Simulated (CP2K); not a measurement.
CdSe:

```
CELL_PARAMETERS angstrom
4.34202 0.00000 0.00000
2.17101 3.76030 0.00000
2.17101 1.25343 3.54524
ATOMIC_POSITIONS crystal
Cd 0.00000 0.00000 0.00000
Se 0.25000 0.25000 0.25000
```

Measurements of this composition are mostly on another form, of space group No. 186.

Base run:

- Program: CP2K 2026.2
- Functional: PBEsol
- Potentials or basis: POTENTIAL_UZH Cd GTH-PBE-q12, Se GTH-PBE-q6; TZVP-MOLOPT-PBE-GTH basis
- Density cutoff: 6123 eV
- k mesh: 8 × 8 × 8
- Occupations: fermi-dirac, width 0.01 eV
- Spin: no spin polarisation

Its results: band gap on the k mesh 0.39 eV, direct; pressure -0.4 GPa.

Task: The run is repeated on the same cell with these changes: functional from PBEsol to OLYP; rel_cutoff (ry) from 60 Ry to 60. What comes out?

Result: Band gap on the k mesh 0.92 eV, direct; pressure 3.1 GPa.

Caveats: the potentials were made for another functional, which shifts forces and pressure; the basis of atomic orbitals isn't converged, which shifts pressures, moduli and gaps.

Not every run made on this cell is shown here.
